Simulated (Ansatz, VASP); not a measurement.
## One calculation of Os, two programs

```
Os
1.0
     0.00000    1.84775    1.84775
     1.84775    0.00000    1.84775
     1.84775    1.84775    0.00000
Os
1
Direct
  0.00000 0.00000 0.00000
```

Change from the starting cell: strain -0.050 along x and y, -0.050 along z, atoms carried along.

Alike in both runs: task single point; functional PBEsol; k mesh 20 × 20 × 20; occupations gaussian, width 0.15 eV; no spin polarisation.

|  | VASP | Ansatz |
| --- | --- | --- |
| version | VASP 6.6.1 | Ansatz 0.2.0 |
| potentials or method | VASP PAW PBE potentials, release 64 (Os) | scalar-relativistic, plane waves, PAW |
| plane-wave cutoff (eV) | 520 | 420 |
| valence electrons in the cell | 8 | 16 |

VASP gave:

- gap on the k mesh at the Fermi level (eV): none
- pressure (GPa): 56.2

Q: What did Ansatz give for the same quantities?

A: gap on the k mesh at the Fermi level (eV): none; pressure (GPa): 53.7.

A gap of «none» marks a metal or a gap that the smearing closes. The two sets of potentials don't hold the same shells in valence.

Caveats: so large a pressure means that the cell lies far from this level's equilibrium, or that cutoff or potentials fall short (VASP); the potentials were made for another functional, which shifts forces and pressure (VASP). Spin-orbit coupling is left out, which matters for the levels of Os.
